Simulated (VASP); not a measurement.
Input of a VASP 6.6.1 run:

File INCAR:

```
ALGO     = Fast           # electronic algorithm
EDIFF    = 1E-7           # SCF threshold, eV
EDIFFG   = -0.01          # ionic threshold
ENCUT    = 600            # plane-wave cutoff, eV
GGA      = PE             # functional
IBRION   = 2              # ionic algorithm
ISIF     = 3              # what is computed and relaxed
ISMEAR   = 0              # smearing method
LASPH    = T              # aspherical terms in the spheres
LCHARG   = F              # write CHGCAR
LREAL    = F              # projectors in reciprocal space
LWAVE    = F              # write WAVECAR
NELM     = 100            # most SCF steps
NSW      = 80             # ionic steps
PREC     = Accurate       # precision mode
SIGMA    = 0.05           # smearing width, eV
```

File KPOINTS:

```
k-points
0
Gamma
  18 18 10
```

POSCAR

```
Rh
1.0
    2.6868192162      0.0000000000      0.0000000000
   -1.3434096081      2.3268536966      0.0000000000
    0.0000000000      0.0000000000      4.3884713865
Rh
2
Direct
    0.3333333333      0.6666666667      0.7500000000
    0.6666666667      0.3333333333      0.2500000000
```

Potentials or basis: VASP PAW PBE potentials, release 64 (Rh_pv).

Command:

```bash
$ cat potpaw_PBE.64/Rh_pv/POTCAR > POTCAR
$ mpirun -np 1 vasp_std > vasp.out
```

(1) Predict the relaxed cell.

(2) Predict the band gap on the k mesh.

(3) Predict the relaxed volume.

(4) What does it give for the space group after relaxing (to 0.05 Å)?

Results:

(1) a = 2.725 Å, b = 2.725 Å, c = 4.381 Å, α = 90.00°, β = 90.00°, γ = 120.00°.

(2) none (metal or under the smearing width).

(3) 14.09 Å³/atom.

(4) P6_3/mmc (No. 194).
